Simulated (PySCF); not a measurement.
C5H8: core ionisation energies

Species: spiropentane, C₅H₈.
Structure used (PBE0-D3(BJ)/def2-SVP), in Å, numbered top down from 1:
```xyz
13
C5H8 angstrom
C      0.9627   -0.8094    0.7741
C      1.4414    0.2048   -0.2502
C      0.0001    0.0003   -0.0002
C     -1.1848    0.8379    0.2761
C     -1.2194   -0.2331   -0.8002
H      1.0673   -1.8706    0.5276
H      1.1096   -0.5729    1.8325
H      1.8672   -0.1761   -1.1836
H      1.9093    1.1217    0.1213
H     -1.7490    0.6547    1.1958
H     -1.1697    1.8837   -0.0461
H     -1.8069   -1.1351   -0.6027
H     -1.2278    0.0941   -1.8444
```

Level of theory: delta-SCF UKS SCAN, pcX-2 on the ionised atom, pcseg-1 elsewhere, spin-free X2C in PySCF. Binding energies are ΔSCF values: E(core-ionised, relaxed orbitals) − E(ground state) at a fixed geometry, referred to the vacuum level.

Task: List the computed XPS lines with their assignment.

Result: 
```json
{"atom(s)": "C1/C2/C4/C5", "environment": "three-membered-ring carbon", "level": "C 1s", "binding energy (eV)": "290.49", "above the level's lowest (eV)": "0.00", "count": "4"}
{"atom(s)": "C3", "environment": "sp3 carbon at a ring junction", "level": "C 1s", "binding energy (eV)": "290.54", "above the level's lowest (eV)": "+0.05", "count": "1"}
```

The 2 C 1s values lie within 0.05 eV of each other; Gaussian lines of 0.5 eV full width would blend them into one maximum.

Task: Give the binding energy of C 1s of C1/C2/C4/C5 in hartree and in kJ/mol.

Result: 290.49 eV = 10.6753 Eh = 28028 kJ/mol.

Atoms equivalent by their bonding share one computed value, that of the first of them. Isolated species at its PBE0-D3(BJ)/def2-SVP geometry, gas phase.
